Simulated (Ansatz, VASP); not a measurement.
## ZrC in VASP and in Ansatz

```
Zr C
1.0
     0.00000    2.33466    2.33466
     2.33466    0.00000    2.33466
     2.33466    2.33466    0.00000
Zr C
1 1
Cartesian
  2.3347 2.3347 2.3347
  0.0000 0.0000 0.0000
```

Alike in both runs: functional PBEsol; k mesh 18 × 18 × 18; occupations fermi-dirac, width 0.1 eV; no spin polarisation.

Ansatz relaxed the structure, and its values are those at the end. VASP's run is a single point on that final structure, the one shown.

|  | VASP | Ansatz |
| --- | --- | --- |
| version | VASP 6.6.1 | Ansatz 0.2.0 |
| potentials or method | VASP PAW PBE potentials, release 64 (Zr_sv, C) | PAW with Ansatz's default frozen-core files, scalar-relativistic |
| plane-wave cutoff (eV) | 520 | 420 |
| valence electrons in the cell | 16 | 16 |

```csv
,VASP,Ansatz,Ansatz less VASP
pressure (GPa),0.3,0.0,-0.38
```

The functional is the same, so the differences come from potentials, cutoffs and numerics.

Caveats: the PAW data sets were made with another functional, which shifts forces and pressure a little (VASP).
